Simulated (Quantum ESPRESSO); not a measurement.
## Pb in Quantum ESPRESSO: the effect of functional

The system is Pb.

```
Pb
1.0
     0.00000    2.47502    2.47502
     2.47502    0.00000    2.47502
     2.47502    2.47502    0.00000
Pb
1
Direct
  0.00000 0.00000 0.00000
```

Alike in all runs:

| Item | Value |
| --- | --- |
| Program | Quantum ESPRESSO 7.5 |
| Task | phonons |
| Cutoff | 762 eV |
| Density cutoff | 3048 eV |
| k mesh | 9 × 9 × 9 |
| Occupations | cold, width 0.2 eV |
| Spin | no spin polarisation |

Each run relaxes the cell or the atoms first.

```csv
functional,potentials or basis,relaxed volume (Å³/atom),highest phonon frequency (cm⁻¹)
LDA,PseudoDojo 0.4.1 SR LDA standard,?,?
PBE,PseudoDojo 0.4.1 SR PBE standard,31.87,51
PBEsol,PseudoDojo 0.4.1 SR PBEsol standard,29.98,60
WC,PseudoDojo 0.4.1 SR PBE standard,30.06,61
revPBE,PseudoDojo 0.4.1 SR PBE standard,32.72,47
RPBE,PseudoDojo 0.4.1 SR PBE standard,33.06,46
vdW-DF-cx,PseudoDojo 0.4.1 SR PBE standard,30.18,62
```

Problem. What does the run with functional LDA give?

Solution. Relaxed volume 29.01 Å³/atom; highest phonon frequency 63 cm⁻¹.

Caveats: the q point doesn't lie on the k mesh, which can shift a metal's frequencies strongly unless the mesh is converged; the potentials were made for another functional, which shifts forces and pressure (some runs).
